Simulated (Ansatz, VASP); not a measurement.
## Two plane-wave programs on C

```
CELL_PARAMETERS angstrom
2.49913 0.00000 0.00000
-1.24957 2.16431 0.00000
0.00000 0.00000 4.11898
ATOMIC_POSITIONS crystal
C 0.33333 0.66667 0.99974
C 0.66667 0.33333 0.49974
C 0.33333 0.66667 0.37426
C 0.66667 0.33333 0.87426
```

Change from the starting cell: strained cell.

Alike in both runs: task relaxation of the atoms; functional PBEsol; k mesh 9 × 9 × 6; occupations gaussian, width 0.02 eV; no spin polarisation.

|  | VASP | Ansatz |
| --- | --- | --- |
| version | VASP 6.6.1 | Ansatz 0.2.0 |
| potentials or method | VASP PAW PBE potentials, release 64 (C) | scalar-relativistic, plane waves, PAW |
| plane-wave cutoff (eV) | 520 | 420 |
| valence electrons in the cell | 16 | 16 |

```csv
,VASP,Ansatz,Ansatz less VASP
"gap on the k mesh at the Fermi level, each at its own relaxed structure (eV)",3.03,3.05,+0.020
```

Ansatz warned: «pseudo_functional_mismatch».

Caveats: an odd mesh through Γ misses points on the zone boundary, where band edges often lie.
